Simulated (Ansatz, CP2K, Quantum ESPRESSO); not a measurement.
# Re: programs and potentials compared

```
CELL_PARAMETERS angstrom
2.76080 0.00000 0.00000
-1.38040 2.39092 0.00000
0.00000 0.00000 4.45820
ATOMIC_POSITIONS crystal
Re 0.66667 0.33333 0.75000
Re 0.33333 0.66667 0.25000
```

Alike in all runs: task band structure; functional PBEsol; k mesh 11 × 11 × 6; occupations fermi-dirac, width 0.05 eV; no spin polarisation; no spin-orbit coupling. Pressure is positive in compression and, in plane waves, holds the error of the finite cutoff.

```csv
program and potentials,plane-wave cutoff (eV),notes,pressure (GPa)
"CP2K, POTENTIAL_UZH Re GTH-PBE-q15; TZVP-MOLOPT-PBE-GTH basis",-,atomic basis; potentials made for PBE,-4.31
"Ansatz, all-electron LAPW, scalar-relativistic",-,-,-4.10
"Quantum ESPRESSO, PseudoDojo 0.4.1 SR PBEsol standard",980,-,?
```

Problem. Estimate from the other rows what the run with Quantum ESPRESSO, PseudoDojo 0.4.1 SR PBEsol standard gave.

Solution. Pressure -4.27 GPa. The other rows, which needn't bracket it: pressure -4.31 to -4.10.
